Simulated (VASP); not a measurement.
A run of VASP 6.6.1:

File INCAR:

```
PREC     = Accurate       # precision mode
ENCUT    = 520            # plane-wave cutoff, eV
EDIFF    = 1E-6           # SCF threshold, eV
ISMEAR   = 0              # smearing method
SIGMA    = 0.1            # smearing width, eV
LREAL    = F              # projectors in reciprocal space
LASPH    = T              # aspherical terms in the spheres
NELM     = 80             # most SCF steps
ALGO     = Fast           # electronic algorithm
ISIF     = 2              # what is computed and relaxed
LWAVE    = F              # write WAVECAR
LCHARG   = F              # write CHGCAR
GGA      = PE             # functional
IVDW     = 12             # dispersion correction
NBANDS   = 10             # bands
```

The input KPOINTS:

```
Automatic mesh
0
Gamma
  6 6 4
```

File POSCAR:

```
Li
1.0
    3.1110021516      0.0000000000      0.0000000000
   -1.5555010758      2.6942068945      0.0000000000
    0.0000000000      0.0000000000      5.0930000000
Li
2
Direct
    0.3333333333      0.6666666667      0.2500000000
    0.6666666667      0.3333333333      0.7500000000
```

Potentials or basis: VASP PAW PBE potentials, release 64 (Li_sv).

Command:

```bash
$ cat potpaw_PBE.64/Li_sv/POTCAR > POTCAR
$ mpirun -np 1 vasp_std > vasp.out
```

Hardware: 1 thread of Intel(R) Xeon(R) 6975P-C (Granite Rapids), on a shared host.

Question: How long does it take, and how much memory?

Answer: It took 5.1 s on 1 thread of Intel(R) Xeon(R) 6975P-C (Granite Rapids) (shared host), peak memory 0.15 GiB. Counts: scf iterations 14, k points 21.
